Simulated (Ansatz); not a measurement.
Input and output of a relaxation of cell and atoms on ZnSe (CsCl type) (the PAW code Ansatz, r2SCAN). The starting cell comes from a relaxation with PBE.

Input (YAML):
```yaml
crystal:
  lattice:
    - [3.3455020051, 0.0, 0.0]
    - [0.0, 3.3455020051, 0.0]
    - [0.0, 0.0, 3.3455020051]
  atoms:
    - { symbol: Zn, position: [0.0, 0.0, 0.0] }
    - { symbol: Se, position: [0.5, 0.5, 0.5] }
kpoints:
  mp_grid: { grid: [8, 8, 8] }
hamiltonian:
  xc: r2scan
scf:
  occupations: { method: fermi_dirac, width: 0.02 }
relax:
  f_tol: 0.005
  cell: {}
output:
  write_density: true
  write_potential: true
  elf: true
  volumetric_format: npy
```

Command: `ansatz run input.yaml --threads 2 --pin off --max-ram 2211MiB --backend cpu --events-out ev --progress --plain --runs-dir out`. Wall time 7.2 s on 2 threads of Arm Neoverse V2, on a shared host, load about 0.3 per core; peak host memory 0.41 GiB.

Main lines of the log:
```
Functional definition: r2SCAN
  parameter k0 = 0.174
  parameter k1 = 0.065
  parameter a1 = 4.9479
  exchange = r2scan_x(k0 = k0, k1 = k1, a1 = a1)
  correlation = r2scan_c
Crystal: 2 atoms, lattice volume = 37.444 Å³
Basis set: ecut = 500 eV, 949 PW (Γ)
Bands: 18, of which v1, the nominal top of the filled ones, is band 14 counted from 1 (13 counted from 0)
Symmetry: 48 space group operations
Space group: Pm-3m (ITA 221)
k-points: 35 of 512
SCF 1 converged in 8 iterations: F = -8803.522168 eV  dr2 = 1.76e-8
relax step 1: F+E_penalty+E_count = -8803.52216802 eV  P = -1.260 GPa  Ω = 37.444 Å³
SCF 2 converged in 8 iterations: F = -8803.524514 eV  dr2 = 7.33e-8
relax step 2: F+E_penalty+E_count = -8803.52451354 eV  P = +0.631 GPa  Ω = 36.434 Å³
SCF 3 converged in 7 iterations: F = -8803.525068 eV  dr2 = 3.98e-8
relax step 3: F+E_penalty+E_count = -8803.52506834 eV  P = -0.018 GPa  Ω = 36.765 Å³
SCF 4 converged in 6 iterations: F = -8803.524927 eV  dr2 = 4.89e-12
relax step 4: F+E_penalty+E_count = -8803.52492744 eV  P = -0.024 GPa  Ω = 36.765 Å³  (SCF on a basis re-selected at this cell)
Free energy (F): -8803.524927 eV
Internal energy: -8803.522605 eV  (E = F + TS)
E sigma→0 (E₀):  -8803.523766 eV
Entropy (-TS):   -0.002322 eV (-1.161 meV/atom)
Fermi energy:    10.344792 eV
--- Per-component energies (eV) ---
  E_band       = -314.825929
  E_kinetic    = 248.737994
  E_local      = -3674.379953
  E_nonlocal   = 25.221469
  E_hartree    = 1721.595834
  E_xc         = -220.927759
  E_vxc        = -157.216608
  E_paw        = -3777.649702
  E_vpaw       = -208.175360
  E_vtau       = 7.795182
  E_ewald      = -3124.172846
  E_core_change = -1.947389
  E_smearing   = -0.002322
--- Stress (GPa, compression-positive) ---
       -0.023716       0.000000       0.000000
        0.000000      -0.023716       0.000000
        0.000000       0.000000      -0.023716
  P = ⅓ Tr σ = -0.0237 GPa (-0.237 kbar)
--- Relaxed structure (3 steps of the walk, 3 accepted, 1 SCFs on fresh bases) ---
  F+E_penalty+E_count = -8803.52492744 eV
  cell:  # Å, volume = 36.7650 Å³
    - [3.325153, 0.000000, 0.000000]
    - [0.000000, 3.325153, 0.000000]
    - [0.000000, 0.000000, 3.325153]
  atoms:
    - { symbol: Zn, position: [0.000000, 0.000000, 0.000000] }
    - { symbol: Se, position: [0.500000, 0.500000, 0.500000] }
```

Planar averages along the third cell vector, from rho_z.tsv and v_z.tsv (valence density with its augmentation; electrostatic potential energy of an electron, of which only differences have a meaning):
```csv
z (Å),ρ (e/Å³),v_es (eV)
0.00,1.479,3.63
0.13,1.271,3.86
0.27,0.845,4.50
0.40,0.506,5.44
0.53,0.339,6.50
0.67,0.281,7.40
0.80,0.275,7.78
0.93,0.305,7.60
1.06,0.388,7.16
1.20,0.569,6.87
1.33,0.903,6.79
1.46,1.365,6.76
1.73,1.734,6.76
1.86,1.365,6.76
2.00,0.903,6.79
2.13,0.569,6.87
2.26,0.388,7.16
2.39,0.305,7.60
2.53,0.275,7.78
2.66,0.281,7.40
2.79,0.339,6.50
2.93,0.506,5.44
3.06,0.845,4.50
3.19,1.271,3.86
```

The walk took 3 steps, besides SCFs solved again on a fresh basis, and changed the volume by -1.8 %. The last SCF, on a fresh basis, lies 1.4 meV an atom below the first. Final cell: space group Pm-3m (No. 221), cubic; conventional cell a = 3.325 Å, 18.38 Å³ an atom. Around Zn lie 8 Se at 2.88 Å; around Se lie 8 Zn at 2.88 Å.

The structure was generated, not taken from experiment, and needn't be the ground state; spin polarisation is off.

Where bands overlap, v1 and c1 are numbered by the electron count and aren't everywhere filled or empty.

Overlapping bands make a metal at that level, for which these meshes are coarse; small forces, stresses and energy differences are uncertain.
